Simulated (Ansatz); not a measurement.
# SiO2: field gradients at two levels of theory

Cell: a Materials Project structure (computed, not necessarily an observed phase), taken as it stands.

Space group Pmma (No. 51); a = 9.7780, b = 7.5446, c = 9.4405 Å.

```
site  Wyckoff  site symmetry       x       y       z
 Si1       8l              1  0.0907  0.2047  0.3664
 Si9       4j            .m.  0.0895  0.5000  0.1411
 O13       8l              1  0.0529  0.3246  0.2314
 O21       4k            m..  0.2500  0.2300  0.4070
 O25       4i            .m.  0.0599  0.0000  0.3282
 O29       4h            .2.  0.0000  0.2655  0.5000
 O33       2b          .2/m.  0.0000  0.5000  0.0000
 O35       2f            mm2  0.2500  0.5000  0.1013
```

One atom of each set is listed.

First run. Method: Kohn–Sham DFT in Ansatz, PBE, plane waves and PAW, scalar-relativistic, 420 eV cutoff, Γ-centred 2×3×3 k-points, Fermi–Dirac smearing 0.02 eV.

```
site  V_zz (10²¹ V/m²)     η
 Si1              1.10  0.77
 Si9             -0.57  0.58
 O13              9.37  0.18
 O21              9.29  0.10
 O25              9.29  0.15
 O29              9.44  0.14
 O33             10.45  0.02
 O35              9.71  0.15
```

Second run. The same atoms and settings, except that the functional is r2SCAN and the cutoff is 500 eV.

Task: What does the second run give?

Result: 

```tsv
site	V_zz	η	change of V_zz
Si1	1.06	0.79	-0.04
Si9	-0.58	0.57	-0.01
O13	9.26	0.19	-0.11
O21	9.14	0.09	-0.15
O25	9.15	0.14	-0.14
O29	9.32	0.16	-0.12
O33	10.35	0.02	-0.10
O35	9.58	0.16	-0.13
```

The largest change of V_zz is on O21, from 9.29 to 9.14. In per cent, |V_zz| changes by -3 to +2 on Si, -2 to -1 on O (all sites that start above 0.5).

For the first run: The largest force is 0.4 eV/Å, so the atoms aren't at the calculated equilibrium and relaxing them would move these values.
